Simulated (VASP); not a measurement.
Runs of VASP 6.6.1 on ZnS (Wurtzite-6H). The structure is hexagonal, space group P6_3mc (No. 186). The conventional cell has a = 3.812 Å, b = 3.812 Å, c = 18.690 Å, α = 90.00°, β = 90.00°, γ = 120.00°. Zn (site symmetry 3m) has 4 S at 2.33 to 2.34 Å as nearest neighbours. Around Zn (site symmetry 3m) lie 4 S at 2.33 to 2.34 Å. Zn (site symmetry 3m) is surrounded by 4 S at 2.33 to 2.34 Å. S (site symmetry 3m) is surrounded by 4 Zn at 2.33 to 2.34 Å. S (site symmetry 3m) has 4 Zn at 2.33 to 2.34 Å as nearest neighbours. S (site symmetry 3m) has 4 Zn at 2.33 to 2.34 Å as nearest neighbours. 

| task | level | cell | cutoff (eV) | smearing | gap on the mesh (eV) | pressure (GPa) | relaxed volume (Å³/atom) | largest force (eV/Å) |
| --- | --- | --- | --- | --- | --- | --- | --- | --- |
| single point | PBE | as given | 520 | gaussian 0.014 eV | (a) | 2.3 | - | 0.03 |
| relaxation of cell and atoms | RPBE+D4 | relaxed | 600 | fermi-dirac 0.05 eV | 2.40 | 0.0 | (c) | - |
| relaxation of cell and atoms | RPBE+D3 | relaxed | 600 | fermi-dirac 0.05 eV | 2.33 | -0.1 | 19.63 | 0.01 |
| relaxation of cell and atoms | PBEsol+rVV10 | relaxed | 600 | fermi-dirac 0.05 eV | 2.10 | 0.0 | 19.17 | - |
| relaxation of cell and atoms | PBEsol+D4 | relaxed | 600 | fermi-dirac 0.05 eV | (b) | 0.0 | (d) | 0.01 |
| relaxation of cell and atoms | RPBE+D3(BJ) | relaxed | 600 | fermi-dirac 0.05 eV | 2.68 | 0.0 | 18.16 | 0.01 |
| relaxation of cell and atoms | revPBE+D3 | relaxed | 600 | fermi-dirac 0.05 eV | 2.37 | 0.0 | 19.25 | 0.01 |

Alike in all rows: potentials or basis VASP PAW PBE potentials, release 64 (Zn, S); no spin polarisation; k mesh 8 × 8 × 2.

Question: Estimate the missing entries.

Answer: (a) 2.17; (b) 2.18; (c) 19.31; (d) 18.93.

Caveats: the PAW data sets were made with another functional, which shifts forces and pressure a little (some runs); the cell's inner coordinates are idealised or old, which leaves forces on the atoms (some runs).

A k mesh can miss the band edges.
